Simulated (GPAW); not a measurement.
# Zr (P6_3/mmc) in GPAW: single point with PBE

Aim: the single point of Zr with PBE.

Everything below comes from runs of GPAW 26.7.0. Logs are shortened: lines on timing, memory, paths and dates and some standing lists are left out, and cuts for length are marked. The log counts tension as positive stress, the text compression.

## (1) The crystal as given

It takes space group P6_3/mmc (No. 194, hexagonal). The conventional cell has a = 3.232 Å, b = 3.232 Å, c = 5.147 Å, α = 90.00°, β = 90.00°, γ = 120.00°. Zr (site symmetry -6m2) is surrounded by 12 Zr at 3.18 to 3.23 Å.

## (2) Single point, PBE

run.py reads:

```python
from ase.dft.bandgap import bandgap
from ase.io import read, write
from ase.units import GPa
from gpaw import GPAW, PW, setup_paths

setup_paths.insert(0, '.')

atoms = read('POSCAR')

calc = GPAW(mode=PW(450),
            xc='PBE',
            kpts={'size': (8, 8, 4), 'gamma': True},
            occupations={'name': 'fermi-dirac', 'width': 0.05},
            setups={'Zr': 'jth'},
            nbands=-12,
            maxiter=120,
            txt='gpaw.txt')
atoms.calc = calc
energy = atoms.get_potential_energy()
forces = atoms.get_forces()
stress = atoms.get_stress()
calc.write('gs.gpw')
write('result.traj', atoms)
print(f'Energy: {energy:.6f} eV')
print('Forces (eV/A):')
print(forces.round(4))
print('Stress (GPa):', (stress / GPa).round(3))
print('Fermi level:', round(calc.get_fermi_level(), 4), 'eV')
print(f'Gap: {bandgap(calc)[0]:.4f} eV, direct: {bandgap(calc, direct=True)[0]:.4f} eV')
```

POSCAR reads:

```
Zr
1.0
    3.2320000000      0.0000000000      0.0000000000
   -1.6160000000      2.7989941050      0.0000000000
    0.0000000000      0.0000000000      5.1470000000
Zr
2
Direct
    0.6666666667      0.3333333333      0.7500000000
    0.3333333333      0.6666666667      0.2500000000
```

Potentials or basis: JTH PAW 2.0, PBE, pw.

Run with:

```bash
> OMP_NUM_THREADS=1 python run.py
```

gpaw.txt:

```text
__  _  _
 | _ |_)|_||  |
 |__||  | ||/\| - 26.7.0

Input parameters:
  mode=PW(ecut=450.00000000000006),
  kpts=MonkhorstPack(size=(8, 8, 4), gamma=True),
  maxiter=120,
  nbands=-12,
  occupations=Occupations(name='fermi-dirac', width=0.05),
  setups={'Zr': 'jth'},
  xc=XC(name='PBE')

Diagonalizing LCAO Hamiltonian
Converting LCAO to pw mode

           Zr

        Zr

Atoms  # Å, Bohr magnetons
|   | symbol |         x |        y |        z |    initial magnetic moments |
|---|--------|-----------|----------|----------|-----------------------------|
| 0 |     Zr |  1.616000 | 0.932998 | 3.860250 | ( 0.0000,  0.0000,  0.0000) |
| 1 |     Zr | -0.000000 | 1.865996 | 1.286750 | ( 0.0000,  0.0000,  0.0000) |

Unit cell  # Å
| periodic |         x |        y |        z |  lengths |     angles |
|----------|-----------|----------|----------|----------|------------|
|      yes |  3.232000 | 0.000000 | 0.000000 | 3.232000 |  90.000000 |
|      yes | -1.616000 | 2.798994 | 0.000000 | 3.232000 |  90.000000 |
|      yes |  0.000000 | 0.000000 | 5.147000 | 5.147000 | 120.000000 |

Number of symmetries: 12
Symmetry operations  # r_c * U_cc + t_c -> r_c
|    | kind |            matrix            |
|----|------|------------------------------|
|  0 |  σ   |  1, 1, 0,  0,-1, 0,  0, 0, 1 |
|  1 |  S6  |  1, 1, 0, -1, 0, 0,  0, 0,-1 |
|  2 |  E   |  1, 0, 0,  0, 1, 0,  0, 0, 1 |
|  3 |  C2  |  1, 0, 0, -1,-1, 0,  0, 0,-1 |
|  4 |  C2  |  0, 1, 0,  1, 0, 0,  0, 0,-1 |
|  5 |  C3  |  0, 1, 0, -1,-1, 0,  0, 0, 1 |
|  6 |  S6  |  0,-1, 0,  1, 1, 0,  0, 0,-1 |
|  7 |  σ   |  0,-1, 0, -1, 0, 0,  0, 0, 1 |
|  8 |  σ   | -1, 0, 0,  1, 1, 0,  0, 0, 1 |
|  9 |  i   | -1, 0, 0,  0,-1, 0,  0, 0,-1 |
| 10 |  C3  | -1,-1, 0,  1, 0, 0,  0, 0, 1 |
| 11 |  C2  | -1,-1, 0,  0, 1, 0,  0, 0,-1 |

BZ-sampling:
  Number of BZ points: 256
  Number of IBZ points: 35

  Monkhorst-Pack size: [8, 8, 4]
  Monkhorst-Pack shift: [0.0625, 0.0625, 0.125]

K-points  # in reciprocal-cell coordinates
|     |                                coordinates |     weight |
|-----|--------------------------------------------|------------|
|   0 | (  0.00000000,   0.00000000,   0.00000000) | 0.00390625 |
|   1 | (  0.00000000,   0.00000000,   0.25000000) | 0.00781250 |
|   2 | (  0.00000000,   0.00000000,   0.50000000) | 0.00390625 |
|   3 | (  0.12500000,   0.00000000,  -0.25000000) | 0.02343750 |
|   4 | (  0.12500000,   0.00000000,   0.00000000) | 0.02343750 |
|   5 | (  0.12500000,   0.00000000,   0.25000000) | 0.02343750 |
|   6 | (  0.12500000,   0.00000000,   0.50000000) | 0.02343750 |
|   7 | (  0.25000000,  -0.12500000,   0.00000000) | 0.02343750 |
|   8 | (  0.25000000,  -0.12500000,   0.25000000) | 0.04687500 |
|   9 | (  0.25000000,  -0.12500000,   0.50000000) | 0.02343750 |
| ... |                                            |            |
|  34 | (  0.50000000,   0.50000000,   0.50000000) | 0.01171875 |

Plane wave coefficients: 1031
Cutoff: 450.00000000000006 eV

Spin-components: 1 (collinear spins)
Bands:           24
Projectors:      12
Spin-degeneracy: 2
Datatype:        complex128

Parallelization:
  kpt:    1
  domain: 1
  band:   1

Density:
  Valence electrons: 24.0
  Components: 1
  Grid points: [16 16 27]
  Charge: 0.0  # |e|

Potential:
  Grid points: [16 16 27]

species:
  Zr:
    name:    Zirconium
    Z:       40.0
    valence: 12
    core:    28
    charge:  0.0  # [|e|]
    compensation charges:
      type: bessel
      rc: 1.17  # [Å]
      lmax: 2
    cutoffs:
      filter: 1.17  # [Å]
      core: 1.62  # [Å]
    projectors
    | kind |    occ | energy [eV] | rcut [Å] |
    |------|--------|-------------|----------|
    |   4s |  2.000 |     -52.421 |    0.953 |
    |   5s |  1.000 |      -3.843 |    0.953 |
    |   4p |  6.000 |     -30.511 |    1.065 |
    |   5p |  0.000 |      -1.175 |    1.065 |
    |   4d |  3.000 |      -2.334 |    1.167 |
    |    d |        |       4.082 |    1.167 |

    Using partial waves for Zr as LCAO basis

Reference energy: -195839.643472  # eV

eigensolver:
  PPCG
  Converge bands: occupied
  niter=2

density mixing:
  MSR1-Mixer
  Pratt-step length: 0.05
  Maximum mixing coefficient: 0.75
  Old densities: 10
  SVD Regularization: 0.005
  Good broyden scale: 1.0
  Trust region scale: 1.0
  Backstep threshold: 4.0
  History deletion threshold: 6.0
  Fourier metric: weight=20.0, sigma=0.015

occupation numbers:
  Fermi-Dirac:
    width: 0.0500  # eV

poisson solver:
  ecut: 3600.0000000000005  # eV

xc functional:
  name: PBE with 2 nearest neighbor stencil

convergence criteria:
- Maximum [total energy] change in last 3 cyles: 0.0005 eV / valence electron
- Maximum integral of absolute [dens]ity change: 0.0001 electrons / valence electron
- Maximum integral of absolute [eigenst]ate change: 4e-08 eV^2 / valence electron
maximum number of iterations: 120

SCF iterations
|iter     | |      energy | eigst |  dens |
|---------|-|-------------|-------|-------|
|iter:   1| |  -18.137943 | -0.65 |       |
|iter:   2| |  -17.937981 | -2.50 | -0.97 |
|iter:   3| |  -16.867152 | -0.94 | -1.01 |
|iter:   4| |  -16.861337 | -2.62 | -1.67 |
|iter:   5| |  -16.861303c| -4.04 | -2.10 |
|iter:   6| |  -16.861318c| -5.86 | -3.36 |
|iter:   7| |  -16.861327c| -6.92 | -3.74 |
|iter:   8| |  -16.861327c| -7.83c| -4.67c|

Converged in 8 steps
Energy contributions relative to reference atoms: (reference = -195839.643472)

Energy contributions:
  Kinetic:          17.007521
  Coulomb:         -24.320635
  Zero:             -0.003174
  External:          0.000000
  Xc:               -9.538096
  Entropy:          -0.013885
  Spinorbit:         0.000000
  ----------------------------
  Free energy:     -16.868270
  Extrapolated:    -16.861327

dipole moment: (0.000107, 0.000186, 0.000341)  # |e|*Ang

Fermi level: 8.513
Eigenvalues  # (at kpt = [0.000, 0.000, 0.000])
| band index |      eig [eV] | occ [0-2] |
|------------|---------------|-----------|
|          0 |       -40.375 |     2.000 |
|        ... |               |           |
|          2 |       -18.897 |     2.000 |
|          3 |       -18.033 |     2.000 |
|          4 |       -18.033 |     2.000 |
|          5 |       -17.892 |     2.000 |
|          6 |       -17.892 |     2.000 |
|          7 |       -17.892 |     2.000 |
[... 8 lines left out ...]
|         16 |        10.607 |     0.000 |
|         17 |        10.607 |     0.000 |
|        ... |               |           |
|         23 |        22.421 |     0.000 |

No gap
No difference between direct/indirect transitions

Forces  # eV/Ang
|        x |       y |        z |
|----------|---------|----------|
| -0.00000 | 0.00000 |  0.00322 |  # Zr   0
|  0.00000 | 0.00000 | -0.00322 |  # Zr   1

Stress tensor  # eV/Ang^3
|         x |         y |         z |
|-----------|-----------|-----------|
| -0.003781 |  0.000000 |  0.000000 |
|  0.000000 | -0.003781 |  0.000000 |
|  0.000000 |  0.000000 | -0.003579 |

# Writing to gs.gpw (mode='')
```

Run time: 15 s. Hardware: 1 thread of Intel Xeon Platinum 8259CL at 2.50GHz (Skylake/Cascade Lake), shared host; peak memory 0.15 GiB.

Results:

```yaml
Free_energy: -16.8683 eV
Pressure: 0.6 GPa
Largest_force: 0.003 eV/Å
Band_gap_on_the_k_mesh: none (metal or under the smearing width)
```

Forces in eV/Å, atoms in the order of the input:
```
Zr   0.000  0.000  0.003
Zr   0.000  0.000 -0.003
```

Caveat: the cutoff is short for stress and forces, so pressures can be off by a GPa or more; the program truncates these outside data sets.
